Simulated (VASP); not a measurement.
Wanted: the native input for a VASP 6.6.1 run.

```
Task                   : single point
Functional             : PBE
Potentials or basis    : VASP PAW PBE potentials, release 64 (K_sv, Br)
Cutoff                 : 520 eV
k mesh                 : 6 × 6 × 6
Occupations            : gaussian, width 0.02 eV
Spin                   : no spin polarisation
Dipole correction      : no
Further INCAR settings : ALGO = Fast; EDIFF = 1e-06; NBANDS = 15
```

The structure of KBr lies in POSCAR:

```
KBr
1.0
    0.0000000000      3.3504481918      3.3504481918
    3.3504481918      0.0000000000      3.3504481918
    3.3504481918      3.3504481918      0.0000000000
K Br
1 1
Direct
    0.0000000000      0.0000000000      0.0000000000
    0.5000000000      0.5000000000      0.5000000000
```

These files were run (other wordings do the same):

INCAR

```
PREC     = Accurate       # precision mode
ENCUT    = 520            # plane-wave cutoff, eV
EDIFF    = 1E-6           # SCF threshold, eV
ISMEAR   = 0              # smearing method
SIGMA    = 0.02           # smearing width, eV
LREAL    = F              # projectors in reciprocal space
LASPH    = T              # aspherical terms in the spheres
NELM     = 60             # most SCF steps
ALGO     = Fast           # electronic algorithm
ISIF     = 2              # what is computed and relaxed
LWAVE    = F              # write WAVECAR
LCHARG   = T              # write CHGCAR
GGA      = PE             # functional
LELF     = T              # ELF
LVHAR    = T            
NBANDS   = 15             # bands
```

KPOINTS

```
regular mesh
0
Gamma
  6 6 6
```

Potentials or basis: VASP PAW PBE potentials, release 64 (K_sv, Br).

Command:

```sh
$ cat potpaw_PBE.64/K_sv/POTCAR potpaw_PBE.64/Br/POTCAR > POTCAR
$ mpirun -np 1 vasp_std > vasp.out
```

It gave:

* Pressure: 0.1 GPa
* Band gap on the k mesh: 4.31 eV, direct

It took 24 s on 1 thread of Intel(R) Xeon(R) Platinum 8488C (Sapphire Rapids), with other jobs on the host, peak memory 0.2 GiB.
